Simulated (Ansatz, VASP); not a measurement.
# Two plane-wave programs on Fe

```
Fe
1.0
     0.00000    1.70055    1.70055
     1.70055    0.00000    1.70055
     1.70055    1.70055    0.00000
Fe
1
Direct
  0.00000 0.00000 0.00000
```

Alike in both runs: task single point; functional BLYP; k mesh 17 × 17 × 17; occupations fermi-dirac, width 0.1 eV; no spin polarisation.

|  | VASP | Ansatz |
| --- | --- | --- |
| version | VASP 6.6.1 | Ansatz 0.2.0 |
| potentials or method | VASP PAW PBE potentials, release 64 (Fe) | plane waves (420 eV) with PAW, scalar-relativistic |
| plane-wave cutoff (eV) | 520 | 420 |
| valence electrons in the cell | 8 | 16 |

|  | VASP | Ansatz | Ansatz less VASP |
| --- | --- | --- | --- |
| pressure (GPa) | 25.6 | 25.6 | +0.01 |

The functional is the same, so the differences come from potentials, cutoffs and numerics. The two sets of potentials don't hold the same shells in valence.

Caveats: so large a pressure means that the cell lies far from this level's equilibrium, or that cutoff or potentials fall short (VASP); the potentials were made for another functional, which shifts forces and pressure (VASP); the run has no spin polarisation, though such a crystal can be magnetic. Spin polarisation is off, so any magnetic state and its effect on volume and gap are missing.
